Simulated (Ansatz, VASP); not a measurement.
## B: VASP beside Ansatz

```
B
1.0
     4.48182    0.00000    0.00000
    -2.24091    3.88137    0.00000
     0.00000    0.00000    5.49414
B
12
Direct
  0.35086 0.35615 0.67868
  0.64385 0.99472 0.34534
  0.00528 0.64914 0.01201
  0.64914 0.64385 0.17868
  0.35615 0.00528 0.84534
  0.99472 0.35086 0.51201
  0.99472 0.64385 0.32132
  0.35615 0.35086 0.98799
  0.64914 0.00528 0.65466
  0.00528 0.35615 0.82132
  0.64385 0.64914 0.48799
  0.35086 0.99472 0.15466
```

Alike in both runs: functional PBE; k mesh 12 × 12 × 8; occupations gaussian, width 0.1 eV; no spin polarisation.

Ansatz relaxed the structure, and its values are those at the end. VASP's run is a single point on that final structure, the one shown.

|  | VASP | Ansatz |
| --- | --- | --- |
| version | VASP 6.6.1 | Ansatz 0.2.0 |
| potentials or method | VASP PAW PBE potentials, release 64 (B) | scalar-relativistic, plane waves, PAW |
| plane-wave cutoff (eV) | 520 | 420 |
| valence electrons in the cell | 36 | 36 |

|  | VASP | Ansatz | Ansatz less VASP |
| --- | --- | --- | --- |
| gap on the k mesh at the Fermi level (eV) | none | none | - |
| pressure (GPa) | 0.0 | 0.0 | -0.02 |
| rms of the force components (eV/Å) | 0.005 | 0.002 | -0.0033 |

A gap of «none» marks a metal or a gap that the smearing closes. With one functional, cell and mesh, what is left measures potentials, basis and numerics.
